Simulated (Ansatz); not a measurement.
The elements of this relaxed trial crystal are hidden behind letters.

```
lattice vectors (Å)
   5.5692    0.0000    0.0000
  -2.7846    4.8231    0.0000
   0.0000    0.0000    4.7317
fractional positions
X 0.3333 0.6667 0.2500
X 0.6667 0.3333 0.7500
Z 0.6675 0.8337 0.7500
Z 0.8337 0.1663 0.2500
Z 0.1663 0.3325 0.7500
Z 0.1663 0.8337 0.7500
Z 0.3325 0.1663 0.2500
Z 0.8337 0.6675 0.2500
```

Method: Ansatz 0.2.0, DFT PBE, scalar-relativistic, plane waves, PAW. Cutoff 420 eV, Γ-centred 6×6×8 mesh (8-atom cell), Gaussian smearing of 0.10 eV, no spin polarisation.

- Space group: P6_3/mmc (No. 194)
- Conventional cell: a = 5.569 Å, c = 4.732 Å
- Volume per atom: 15.89 Å³
- Density: 3.37 g/cm³
- Energy over the elements: −0.31 eV/atom
- Gap on the 6×6×8 mesh of the 8-atom cell: 0 eV (a metal)

Energies are uncorrected and count from the elements' standard states at the same level.

Question: X is a d-block element of period 4 and Z is a p-block element of period 3. Which elements are they?

Answer: X = Ti, Z = Al, so the formula is TiAl3, here in the Ni3Sn (D0_19) type. Density times volume gives a mean mass of 3.37 × 15.89/1.6605 = 32.2 u per atom, and this set has 32.2 u. Among the elements that the hints allow, noble gases aside, only these give it. Ti is surrounded by 12 Al at 2.78–2.86 Å; Al has 8 Al at 2.78–2.86 Å and 4 Ti at 2.78–2.86 Å.

A structure relaxed within its symmetry needn't be a true minimum. Another cell of the same search, in I4/mmm, lies 87 meV/atom lower, so this cell isn't the stable form at this level.
